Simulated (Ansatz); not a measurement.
Here is an Ansatz 0.2.0 calculation.

File input.yaml:

```yaml
crystal:
  lattice:
    - [0.0, 2.2535006075, 2.2535006075]
    - [2.2535006075, 0.0, 2.2535006075]
    - [2.2535006075, 2.2535006075, 0.0]
  atoms:
    - { symbol: Ga, position: [0.006426, -0.001686, -0.00531] }
    - { symbol: "N", position: [0.242501, 0.248197, 0.256623] }
hamiltonian:
  xc: pbe
  pseudopotentials: { kind: paw }
kpoints:
  mp_grid: { grid: [10, 10, 10] }
scf:
  occupations: { method: fermi_dirac, width: 0.05 }
output:
  forces: true
  stress: true
  eigenvalues: true
```

Potentials or basis: Ansatz PAW.

The run is started by

```console
$ ansatz run input.yaml --threads 2 --pin off --max-ram 5120MiB --backend cpu --events-out ev --progress --plain --runs-dir out
```

Task: Predict the band gap on the k mesh.

Result: 1.64 eV, direct.

Task: Predict the pressure.

Result: 5.2 GPa.

Task: Estimate the largest force.

Result: 0.505 eV/Å.

Forces in eV/Å, atoms in the order of the input:
```
Ga   0.324 -0.010 -0.387
N   -0.324  0.010  0.387
```

Caveat: the pressure holds a Pulay correction of +0.5 GPa for the finite cutoff.
